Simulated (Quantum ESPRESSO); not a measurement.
# Sb (Pm-3m) in Quantum ESPRESSO: settings compared

Aim: see how the results for Sb move with the level of theory and the settings. Levels: WC, vdW-DF-C09. Tasks: relaxation of cell and atoms, single point.

All numbers are computed with Quantum ESPRESSO 7.5; they aren't measurements. Logs are shortened: lines on timing, memory, paths and dates and some standing lists are left out, and cuts for length are marked.

**1. The structure**

Symmetry: Pm-3m, No. 221, cubic system. Conventional cell: a = 3.160 Å, b = 3.160 Å, c = 3.160 Å, α = 90.00°, β = 90.00°, γ = 90.00°. Around Sb (site symmetry m-3m) lie 6 Sb at 3.16 Å.

This isn't the form of Sb at room conditions, which is rhombohedral.

**2. Relaxation of cell and atoms, WC**

run.py

```python
import numpy as np
from ase.calculators.espresso import Espresso, EspressoProfile
from ase.io import read

atoms = read('Sb.xyz')

input_data = {
    'control': {'calculation': 'scf', 'prefix': 'pwscf', 'outdir': './tmp', 'tprnfor': True, 'tstress': True, 'disk_io': 'low'},
    'system': {'ecutwfc': 36.0, 'ecutrho': 216.0, 'nbnd': 13, 'input_dft': 'wc', 'occupations': 'smearing', 'smearing': 'mv', 'degauss': 0.00734986},
    'electrons': {'conv_thr': 2e-10, 'electron_maxstep': 120, 'mixing_beta': 0.5},
}
pseudopotentials = {'Sb': 'Sb.GGA_PBE-JTH.UPF'}
profile = EspressoProfile(command='pw.x', pseudo_dir='pseudo')
dft = Espresso(profile=profile, input_data=input_data, pseudopotentials=pseudopotentials, kpts=(8, 8, 8), koffset=(0, 0, 0))
atoms.calc = dft

from ase.optimize import LBFGS
from ase.filters import FrechetCellFilter
done = LBFGS(FrechetCellFilter(atoms), trajectory='opt.traj').run(fmax=0.02, steps=30)
print('converged', done)
print('cell (A)', np.round(atoms.cell.cellpar(), 5))
print(f'energy {atoms.get_potential_energy():.8f} eV')
print('forces (eV/A)')
print(np.round(atoms.get_forces(), 6))
print('stress (eV/A^3, Voigt)')
print(np.round(atoms.get_stress(), 8))
print(f'Fermi level {dft.get_fermi_level():.4f} eV')
```

Sb.xyz

```xyz
1
Lattice="3.1600000000 0.0000000000 0.0000000000 0.0000000000 3.1600000000 0.0000000000 0.0000000000 0.0000000000 3.1600000000" Properties=species:S:1:pos:R:3 pbc="T T T"
Sb     0.0000000000      0.0000000000      0.0000000000
```

Potentials or basis: JTH 2.0 PBE.

The run is started by

```sh
$ OMP_NUM_THREADS=1 python run.py
```

The log of the run:

```text
Step          Energy          fmax
LBFGS:    0    -6453.756856        0.948080
LBFGS:    1    -6453.784867        0.545074
LBFGS:    2    -6453.794736        0.079704
LBFGS:    3    -6453.795418        0.005542
converged True
cell (A) [ 3.06806  3.06806  3.06806 90.      90.      90.     ]
energy -6453.79541761 eV
forces (eV/A)
[[0. 0. 0.]]
stress (eV/A^3, Voigt)
[ 0.00019189  0.00019189  0.00019189 -0.         -0.         -0.        ]
Fermi level 10.4962 eV
```

espresso.pwi:

```text
&CONTROL
   calculation      = 'scf'
   tstress          = .true.
   tprnfor          = .true.
   outdir           = './tmp'
   prefix           = 'pwscf'
   disk_io          = 'low'
   pseudo_dir       = 'pseudo'
/
&SYSTEM
   nbnd             = 13
   ecutwfc          = 36.0
   ecutrho          = 216.0
   occupations      = 'smearing'
   degauss          = 0.00734986
   smearing         = 'mv'
   input_dft        = 'wc'
   ntyp             = 1
   nat              = 1
   ibrav            = 0
/
&ELECTRONS
   electron_maxstep = 120
   conv_thr         = 2e-10
   mixing_beta      = 0.5
/
&IONS
/
&CELL
/
&FCP
/
&RISM
/
ATOMIC_SPECIES
Sb 121.76 Sb.GGA_PBE-JTH.UPF

K_POINTS automatic
8 8 8  0 0 0

CELL_PARAMETERS angstrom
3.06806298079103 0.00000000000000 0.00000000000000
0.00000000000000 3.06806298079103 0.00000000000000
0.00000000000000 0.00000000000000 3.06806298079103

ATOMIC_POSITIONS angstrom
Sb 0.0000000000 0.0000000000 0.0000000000
```

espresso.pwo:

```text
This program is part of the open-source Quantum ESPRESSO suite
     for quantum simulation of materials; please cite
         "P. Giannozzi et al., J. Phys.:Condens. Matter 21 395502 (2009);
         "P. Giannozzi et al., J. Phys.:Condens. Matter 29 465901 (2017);
         "P. Giannozzi et al., J. Chem. Phys. 152 154105 (2020);
     in publications or presentations arising from this work. More details at

Warning: card &CELL ignored
Warning: card &FCP ignored
Warning: card &RISM ignored

     file Sb.GGA_PBE-JTH.UPF: wavefunction(s)  0S 0P 4D 0D renormalized

     IMPORTANT: XC functional enforced from input :
     Exchange-correlation= WC
                           (   1   4  11   4   0   0   0)
     Any further DFT definition will be discarded
     Please, verify this is what you really want

     Message from routine setup:
     using ibrav=0 with symmetry is DISCOURAGED, use correct ibrav instead

     G-vector sticks info
     --------------------
     sticks:   dense  smooth     PW     G-vecs:    dense   smooth      PW
     Sum         577     385    129                10395     5695    1045

     Using Slab Decomposition

     bravais-lattice index     =            0
     lattice parameter (alat)  =       5.7978  a.u.
     unit-cell volume          =     194.8899 (a.u.)^3
     number of atoms/cell      =            1
     number of atomic types    =            1
     number of electrons       =        15.00
     number of Kohn-Sham states=           13
     kinetic-energy cutoff     =      36.0000  Ry
     charge density cutoff     =     216.0000  Ry
     scf convergence threshold =      2.0E-10
     mixing beta               =       0.5000
     number of iterations used =            8  plain     mixing
     Exchange-correlation= WC
                           (   1   4  11   4   0   0   0)

     celldm(1)=   5.797799  celldm(2)=   0.000000  celldm(3)=   0.000000
     celldm(4)=   0.000000  celldm(5)=   0.000000  celldm(6)=   0.000000

     crystal axes: (cart. coord. in units of alat)
               a(1) = (   1.000000   0.000000   0.000000 )
               a(2) = (   0.000000   1.000000   0.000000 )
               a(3) = (   0.000000   0.000000   1.000000 )

     reciprocal axes: (cart. coord. in units 2 pi/alat)
               b(1) = (  1.000000  0.000000  0.000000 )
               b(2) = (  0.000000  1.000000  0.000000 )
               b(3) = (  0.000000  0.000000  1.000000 )

     PseudoPot. # 1 for Sb read from file:
     Sb.GGA_PBE-JTH.UPF
     Pseudo is Projector augmented-wave + core cor, Zval = 15.0
     Generated using ATOMPAW code
     Shape of augmentation charge: BESSEL
     Using radial grid of 1092 points,  6 beta functions with:
                l(1) =   0
                l(2) =   0
                l(3) =   1
                l(4) =   1
                l(5) =   2
                l(6) =   2
     Q(r) pseudized with 0 coefficients

     atomic species   valence    mass     pseudopotential
     Sb               15.00   121.76000     Sb( 1.00)

     48 Sym. Ops., with inversion, found

   Cartesian axes

     site n.     atom                  positions (alat units)
         1        Sb     tau(   1) = (   0.0000000   0.0000000   0.0000000  )

     number of k points=    35  Marzari-Vanderbilt smearing, width (Ry)=  0.0073
                       cart. coord. in units 2pi/alat
        k(    1) = (   0.0000000   0.0000000   0.0000000), wk =   0.0039062
        k(    2) = (   0.0000000   0.0000000   0.1250000), wk =   0.0234375
        k(    3) = (   0.0000000   0.0000000   0.2500000), wk =   0.0234375
        k(    4) = (   0.0000000   0.0000000   0.3750000), wk =   0.0234375
        k(    5) = (   0.0000000   0.0000000  -0.5000000), wk =   0.0117188
        k(    6) = (   0.0000000   0.1250000   0.1250000), wk =   0.0468750
[... 27 lines left out ...]
        k(   34) = (   0.3750000  -0.5000000  -0.5000000), wk =   0.0234375
        k(   35) = (  -0.5000000  -0.5000000  -0.5000000), wk =   0.0039062

     Dense  grid:    10395 G-vectors     FFT dimensions: (  27,  27,  27)

     Smooth grid:     5695 G-vectors     FFT dimensions: (  24,  24,  24)

     Initial potential from superposition of free atoms

     starting charge      14.9994, renormalised to      15.0000
     Starting wfcs are   18 randomized atomic wfcs

     Self-consistent Calculation

     iteration #  1     ecut=    36.00 Ry     beta= 0.50
     Davidson diagonalization with overlap
     ethr =  1.00E-02,  avg # of iterations =  6.4

     Threshold (ethr) on eigenvalues was too large:
     Diagonalizing with lowered threshold

     Davidson diagonalization with overlap
     c_bands:  2 eigenvalues not converged
     ethr =  1.99E-05,  avg # of iterations =  7.5

     total energy              =    -474.34476890 Ry
     estimated scf accuracy    <       0.00303938 Ry

     iteration #  2     ecut=    36.00 Ry     beta= 0.50
     Davidson diagonalization with overlap
     ethr =  2.03E-05,  avg # of iterations =  2.0

     total energy              =    -474.34521875 Ry
     estimated scf accuracy    <       0.00048388 Ry
[... 33 lines left out ...]
     total energy              =    -474.34525561 Ry
     estimated scf accuracy    <          2.6E-10 Ry

     iteration #  8     ecut=    36.00 Ry     beta= 0.50
     Davidson diagonalization with overlap
     ethr =  1.60E-12,  avg # of iterations =  2.4

     End of self-consistent calculation

          k = 0.0000 0.0000 0.0000 (   739 PWs)   bands (ev):

   -18.5941 -18.5941 -18.3926 -18.3926 -18.3926  -2.1048  13.8808  13.8808
    13.8808  17.7693  17.7693  18.8766  30.1720

          k = 0.0000 0.0000 0.1250 (   731 PWs)   bands (ev):

   -18.5930 -18.5684 -18.4000 -18.4000 -18.3920  -1.8716  11.6012  14.1113
    14.1113  17.9641  18.6227  20.9010  28.4478
[... 53 lines left out ...]
   -18.5132 -18.4880 -18.4316 -18.4312 -18.3585   1.7302   7.4576   7.8472
    14.4625  17.2698  21.8254  24.4927  25.0891

          k = 0.0000 0.3750-0.5000 (   710 PWs)   bands (ev):

   -18.5072 -18.4969 -18.4386 -18.4308 -18.3368   2.4118   6.4193   8.1495
    13.5145  17.7054  22.9689  23.4357  24.5023

          k = 0.0000-0.5000-0.5000 (   720 PWs)   bands (ev):

   -18.5062 -18.5001 -18.4381 -18.4381 -18.3162   3.1362   6.8793   6.8793
    12.5946  18.1360  24.8499  25.3610  25.3622

          k = 0.1250 0.1250 0.1250 (   712 PWs)   bands (ev):

   -18.5537 -18.5537 -18.4072 -18.4068 -18.4068  -1.4052  11.9258  11.9258
    12.3416  20.9410  20.9410  21.4432  25.3193

          k = 0.1250 0.1250 0.2500 (   715 PWs)   bands (ev):
[... 31 lines left out ...]
   -18.4877 -18.4857 -18.4403 -18.4400 -18.3580   1.9649   7.6762   8.0695
    14.6211  15.2496  21.2449  21.6851  25.1089

          k = 0.1250 0.3750-0.5000 (   710 PWs)   bands (ev):

   -18.4959 -18.4804 -18.4478 -18.4394 -18.3361   2.6482   6.6388   8.3682
    13.7299  15.7102  20.5476  22.1044  26.1682

          k = 0.1250-0.5000-0.5000 (   708 PWs)   bands (ev):

   -18.5050 -18.4730 -18.4469 -18.4469 -18.3157   3.3751   7.0972   7.0972
    12.8150  16.2187  21.2252  21.2252  24.1450

          k = 0.2500 0.2500 0.2500 (   702 PWs)   bands (ev):

   -18.4557 -18.4557 -18.4447 -18.4426 -18.4426   0.6329   9.9670   9.9670
    10.8017  19.3380  20.1836  20.1836  26.5410

          k = 0.2500 0.2500 0.3750 (   714 PWs)   bands (ev):
[... 11 lines left out ...]
   -18.4847 -18.4616 -18.4610 -18.4210 -18.3564   2.6556   8.2805   8.6845
    12.1030  15.3198  18.4939  18.8410  23.4755

          k = 0.2500 0.3750-0.5000 (   702 PWs)   bands (ev):

   -18.4934 -18.4693 -18.4604 -18.4156 -18.3339   3.3487   7.2476   8.9682
    12.6335  14.3551  17.6975  19.3496  22.3333

          k = 0.2500-0.5000-0.5000 (   708 PWs)   bands (ev):

   -18.5024 -18.4685 -18.4685 -18.4071 -18.3145   4.0898   7.6982   7.6982
    13.1145  13.4699  18.3911  18.3911  21.1561

          k = 0.3750 0.3750 0.3750 (   693 PWs)   bands (ev):

   -18.4828 -18.4819 -18.4819 -18.3549 -18.3549   3.6991   9.0601   9.0601
     9.9858  15.7971  16.7100  16.7100  21.1152

          k = 0.3750 0.3750-0.5000 (   692 PWs)   bands (ev):

   -18.4912 -18.4905 -18.4812 -18.3544 -18.3275   4.4297   8.0396   9.4779
    10.2507  15.0555  15.8418  17.1745  19.9349

          k = 0.3750-0.5000-0.5000 (   696 PWs)   bands (ev):

   -18.4998 -18.4899 -18.4899 -18.3406 -18.3134   5.2265   8.4690   8.4690
    10.3543  14.5140  16.2706  16.2706  18.6956

          k =-0.5000-0.5000-0.5000 (   672 PWs)   bands (ev):

   -18.4985 -18.4985 -18.4985 -18.3127 -18.3127   6.1388   8.8788   8.8788
     8.8788  15.4108  15.4108  15.4108  17.3253

     the Fermi energy is    10.4962 ev

!    total energy              =    -474.34525561 Ry
     total all-electron energy =      -474.345256 Ry
     estimated scf accuracy    <          1.1E-12 Ry
     smearing contrib. (-TS)   =      -0.00014842 Ry
     internal energy E=F+TS    =    -474.34510720 Ry

     The total energy is F=E-TS. E is the sum of the following terms:
     one-electron contribution =     -71.99264179 Ry
     hartree contribution      =      46.22831158 Ry
     xc contribution           =     -19.35867968 Ry
     ewald contribution        =    -110.10936372 Ry
     one-center paw contrib.   =    -319.11273358 Ry

     convergence has been achieved in   8 iterations

     Forces acting on atoms (cartesian axes, Ry/au):

     atom    1 type  1   force =     0.00000000    0.00000000    0.00000000

     Total force =     0.000000     Total SCF correction =     0.000000

     Computing stress (Cartesian axis) and pressure

          total   stress  (Ry/bohr**3)                   (kbar)     P=       -0.31
  -0.00000209   0.00000000   0.00000000           -0.31        0.00        0.00
   0.00000000  -0.00000209   0.00000000            0.00       -0.31        0.00
   0.00000000   0.00000000  -0.00000209            0.00        0.00       -0.31

=------------------------------------------------------------------------------=
   JOB DONE.
=------------------------------------------------------------------------------=
```

It took 31 s on 1 thread of Arm Neoverse V1, shared host; peak memory 0.09 GiB.

Results:

```yaml
Free_energy: -6453.7960 eV
Relaxed_volume: 28.88 Å³/atom
Relaxed_cell: a = 3.068 Å, b = 3.068 Å, c = 3.068 Å, α = 90.00°, β = 90.00°, γ = 90.00°
Space_group_after_relaxing_to_0.05_Å: Pm-3m (No. 221)
Energy_gained_by_relaxing: 38.6 meV/atom
Ionic_steps: 4
Pressure_after_relaxing: 0.0 GPa
Band_gap_on_the_k_mesh: none (metal or under the smearing width)
```

The path:
```
step  energy change (eV)  largest force (eV/Å)  pressure (GPa)  volume (Å³)
   1              0.0000                0.0000           -4.81        31.55
   2             -0.0280                0.0000           -2.88        30.30
   3             -0.0379                0.0000            0.45        28.68
   4             -0.0386                0.0000           -0.03        28.88
```

Final structure:
```
Sb
1.0
     3.06806    0.00000    0.00000
     0.00000    3.06806    0.00000
     0.00000    0.00000    3.06806
Sb
1
Cartesian
  0.0000 0.0000 0.0000
```

Levels at points of the mesh, in eV from the Fermi level:
```csv
k point,band 5,band 6,band 7,band 8,band 9,band 10,band 11,band 12
"(0.00, 0.00, 0.00)",-28.89,-12.60,3.38,3.38,3.38,7.27,7.27,8.38
"(0.00, 0.00, -0.50)",-28.88,-10.05,-5.75,5.49,5.49,9.74,10.68,11.63
"(0.00, -0.50, -0.50)",-28.81,-7.36,-3.62,-3.62,2.10,7.64,14.35,14.86
"(-0.50, -0.50, -0.50)",-28.81,-4.36,-1.62,-1.62,-1.62,4.91,4.91,4.91
```

Caveat: the potentials were made for another functional, which shifts forces and pressure; the cutoff is low for these files, which shifts pressure and relaxed volume.

(Continued in part 2 of 2.)
